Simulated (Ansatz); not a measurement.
**Sn: how the settings move a single-point run**

Question: which choices in the input matter for Sn?

Computed with Ansatz 0.2.0 (reference: DFT, LDA, PAW with Ansatz's default frozen-core files, scalar-relativistic, unless a step's input says otherwise).

**1. The system as given**

Symmetry: Immm, No. 71, orthorhombic system. The conventional cell has a = 3.382 Å, b = 3.909 Å, c = 4.216 Å, α = 90.00°, β = 90.00°, γ = 90.00°. Around Sn (site symmetry mmm) lie 10 Sn at 3.34 to 3.38 Å.

As a file:

```xyz
1
Lattice="-1.6912 1.9547 2.1079 1.6912 -1.9547 2.1079 1.6912 1.9547 -2.1079" Properties=species:S:1:pos:R:3 pbc="T T T"
Sn    0.0000    0.0000    0.0000
```

**2. Reference**

Input file input.yaml:

```yaml
crystal:
  lattice:
    - [-1.69122, 1.954661, 2.10787]
    - [1.69122, -1.954661, 2.10787]
    - [1.69122, 1.954661, -2.10787]
  atoms:
    - { symbol: Sn, position: [0.0, 0.0, 0.0] }
kpoints:
  mp_grid: { grid: [13, 13, 13] }
  band_path:
    path:
      - [0.0, 0.0, 0.0]
      - [0.5, 0.5, -0.5]
      - [0.4109357672, 0.5890642328, -0.4109357672]
      - [-0.4109357672, 0.4109357672, 0.4109357672]
      - [0.0, 0.0, 0.0]
      - [0.4649786141, -0.4649786141, 0.4649786141]
      - [0.5350213859, 0.4649786141, -0.4649786141]
      - [0.5, 0.5, -0.5]
      - [0.0, 0.0, 0.0]
    npoints: 14
scf:
  occupations: { method: fermi_dirac, width: 0.08 }
hamiltonian:
  xc: lda
  pseudopotentials: { kind: paw }
output:
  forces: true
  stress: true
  eigenvalues: true
  efg: { contact_densities: true }
  populations: true
  bader: true
  dos: { projected: true, de: 0.2, e_range: [-14, 8] }
  write_density: true
  write_potential: true
  elf: true
  volumetric_format: npy
```

Run with:

```bash
$ ansatz run input.yaml --threads 1 --pin off --max-ram 2048MiB --backend cpu --events-out ev --progress --plain --runs-dir out
```

**3. Changed: chi_scale 0.1, xc_grid 4**

Changes to input.yaml since step 2:

```diff
@@ -23,2 +23,3 @@
   occupations: { method: fermi_dirac, width: 0.08 }
+  initial_density: { chi_scale: 0.1 }
 hamiltonian:
@@ -32,4 +33,2 @@
   populations: true
-  bader: true
-  dos: { projected: true, de: 0.2, e_range: [-14, 8] }
   write_density: true
@@ -38 +37,3 @@
   volumetric_format: npy
+basis:
+  xc_grid: 4
```

Q: Predict the outcome of this session. Wanted: for each run, ending; energy change; pressure; gap; force.

As calculated:

| run | ending | energy change | pressure (GPa) | gap (eV) | force (eV/Å) | cycles | time |
| --- | --- | --- | --- | --- | --- | --- | --- |
| reference | converged | 0 | -3.9 | 0.00 | 0.00 | 7 | 8.6 s |
| 1: chi_scale 0.1, xc_grid 4 | converged | 0.0 meV/atom | -3.9 | 0.00 | 0.00 | 6 | 5.2 s |

Times don't compare one to one where runs were asked for different outputs or read a saved state (see the inputs); cycles may leave out searches for a lower state.

Residual by cycle in the longest SCF loop of each run; runs are numbered as in the table. The quantity is the density residual dr2, in eV.

```
cycle  reference    run 1
    1    0.00569   0.0356
    2    0.00178   0.0117
    3     1.8e-5   1.1e-4
    4     1.4e-5   4.2e-6
    5     1.9e-6   4.6e-8
    6     1.5e-7  2.6e-11
    7    8.2e-10        -
```

What this shows: Changing the start and numerical grids leaves the energy as it was (0.0 meV/atom).
